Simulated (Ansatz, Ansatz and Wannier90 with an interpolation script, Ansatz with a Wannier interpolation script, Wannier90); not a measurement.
Planning a run of Ansatz 0.2.0 on GaN (Imm2). The input:

```yaml
crystal:
  lattice:
    - [-1.5854982322, -2.2422331088, 1.5974325538]
    - [1.5854982322, -2.2422331088, 1.5974325538]
    - [0.0, -3.6e-09, 3.1948651127]
  atoms:
    - { symbol: Ga, position: [0.0005190972, 0.0005190972, -0.0005190972] }
    - { symbol: "N", position: [0.2494809028, 0.2494809028, 0.2505190972] }
kpoints:
  mp_grid: { grid: [8, 8, 8] }
hamiltonian:
  xc: lda
scf:
  occupations: { method: fixed }
gw:
  n_empty_bands: 94
  ecut_chi: 150.0
  qp_bands: [v3, c1]
  screening: { model: contour_deformation }
```

```sh
ansatz run input.yaml --threads 14 --pin off --max-ram 73728MiB --backend cpu --events-out ev --progress --plain --runs-dir out
```

Q: Estimate wall time and host memory on 14 threads of Arm Neoverse V2, shared host.

It took 6.1 min; on shared hardware allow 3.1 min to 12 min. Peak host memory was 0.72 GiB. The sizes that set the cost: 459 plane waves a state, 95 irreducible k points, 103 bands summed, 113 plane waves in the screening and 6 SCF cycles.

The screening grows as filled bands × empty bands × pairs of k points, times the square of the screening basis for the matrix.

[Paths, hosts, dates, memory and timing lines, banners, echoed tables and standing remarks are left out of the program output.]

[Logs are printed without paths, hosts, clocks, repeated set-up lines and the standing remarks that a program may print on its own settings, such as how far it seeks lower states.]

[Runs of the session that timed out or met a known fault of the program may be left out.]

[Hosts, paths, dates, database ids (printed as entryN), source tags and the programs' standing remarks are cut or masked in the printed files.]
